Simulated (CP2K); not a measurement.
Cs2AgBiBr6 under changes of volume

One of the cells (35.427 Å³/atom); the others are scaled copies at fixed shape and fractional positions:

```
Bi Cs Ag Br
1.0
     7.94236    0.00000    0.00000
     3.97118    6.87829    0.00000
     3.97118    2.29276    6.48491
Bi Cs Ag Br
1 2 1 6
Direct
  0.00000 0.00000 0.00000
  0.75000 0.75000 0.75000
  0.25000 0.25000 0.25000
  0.50000 0.50000 0.50000
  0.74945 0.74945 0.25055
  0.25055 0.25055 0.74945
  0.74945 0.25055 0.25055
  0.74945 0.25055 0.74945
  0.25055 0.74945 0.74945
  0.25055 0.74945 0.25055
```

| Quantity | Value |
| --- | --- |
| Program | CP2K 2026.2 |
| Functional | PBE |
| Potentials or basis | POTENTIAL_UZH Bi GTH-PBE-q5, Cs GTH-PBE-q9, Ag GTH-PBE-q11, Br GTH-PBE-q7; TZVP-MOLOPT-PBE-GTH basis |
| Density cutoff | 6123 eV |
| k mesh | 4 × 4 × 4 |
| Occupations | fermi-dirac, width 0.05 eV |
| Spin | no spin polarisation |

```tsv
volume (Å³/atom)	energy over the lowest point (meV/atom)	pressure (GPa)	gap on the mesh (eV)	largest force (eV/Å)
33.301	60.91	4.6	1.11	0.626
34.010	42.74	3.7	1.14	0.536
34.718	?	?	?	?
35.427	17.06	2.2	1.21	0.372
36.136	8.82	1.6	1.23	0.297
36.844	3.23	1.0	1.26	0.228
37.553	0.00	0.5	1.28	0.162
```

Task: What does the run at 34.718 Å³/atom give?

Result: Energy over the lowest point 28.25 meV/atom; pressure 2.9 GPa; gap on the mesh 1.18 eV; largest force 0.451 eV/Å.

Worked out: A Birch-Murnaghan fit of order 3 (a polynomial in V^(-2/3)) to the other rows has its minimum at 38.30 Å³/atom, just outside them, with B0 = V·E''(V) = 23 GPa and B' = 4.8 at fixed shape and positions, which overstates the stiffness. It gives 28.26 meV/atom at 34.718 Å³/atom, against the run's 28.25, and -dE/dV = 2.9 GPa, against 2.9. A parabola through the other rows of the gap, of slope 1.53 eV per unit of ln V there, gives 1.18 eV, against the run's 1.18.

Energies are extrapolated to zero smearing.

Caveats: spin-orbit coupling is left out, which as a rule narrows the gap of such compounds by several tenths of an eV; the basis of atomic orbitals isn't converged, which shifts pressures, moduli and gaps.

A mesh can miss the band edges.
